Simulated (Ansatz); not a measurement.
# Al2O3: the cost of one run

Computed with Ansatz 0.2.0 (DFT PBE+D3(BJ), scalar-relativistic, plane waves, PAW, unless a step's input says otherwise).

1 further run of the same task is left out (it didn't finish).

### Step 1. The system as given

It takes space group P-3m1 (No. 164, trigonal). Conventional cell: a = 2.996 Å, b = 2.996 Å, c = 7.449 Å, α = 90.00°, β = 90.00°, γ = 120.00°. Al (site symmetry 3m) has 4 O at 1.67 to 1.83 Å as nearest neighbours. O (site symmetry 3m) has 3 Al at 1.83 Å as nearest neighbours. Around O (site symmetry -3m) lie 2 Al at 1.67 Å.

Coordinates:

```
Al O
1.0
     2.99632    0.00000    0.00000
    -1.49816    2.59489    0.00000
     0.00000    0.00000    7.44895
Al O
2 3
Direct
  0.00000 0.00000 0.27529
  0.00000 0.00000 0.72471
  0.33333 0.66667 0.19534
  0.66667 0.33333 0.80466
  0.00000 0.00000 0.50000
```

It goes back to an entry of the Materials Project, which need not be the stable form.

This cell was relaxed beforehand with the same method: volume 11.58 Å³/atom, gap on the mesh 2.42 eV.

### Step 2. The undisturbed cell

Input file input.yaml:

```yaml
crystal:
  lattice:
    - [2.9963160491, 0.0, 0.0]
    - [-1.4981580246, 2.5948858163, 0.0]
    - [0.0, 0.0, 7.4489467441]
  atoms:
    - { symbol: Al, position: [0.0, 0.0, 0.2752945179] }
    - { symbol: Al, position: [0.0, 0.0, 0.7247054821] }
    - { symbol: O, position: [0.3333333333, 0.6666666667, 0.1953369158] }
    - { symbol: O, position: [0.6666666667, 0.3333333333, 0.8046630842] }
    - { symbol: O, position: [0.0, 0.0, 0.5] }
basis:
  ecutwfc: 420
kpoints:
  mp_grid: { grid: [12, 12, 4] }
hamiltonian:
  xc: pbe
  dispersion: d3bj
scf:
  occupations: { method: gaussian, width: 0.05 }
output:
  forces: true
  stress: true
  eigenvalues: true
```

On the command line:

```bash
$ ansatz run input.yaml --threads 1 --pin off --max-ram 2560MiB --backend cpu --events-out ev --progress --plain --runs-dir out
```

Q: Estimate wall time and peak memory on 1 thread of Arm Neoverse V2, shared host.

About 3.6 s, with a peak of 0.33 GiB.
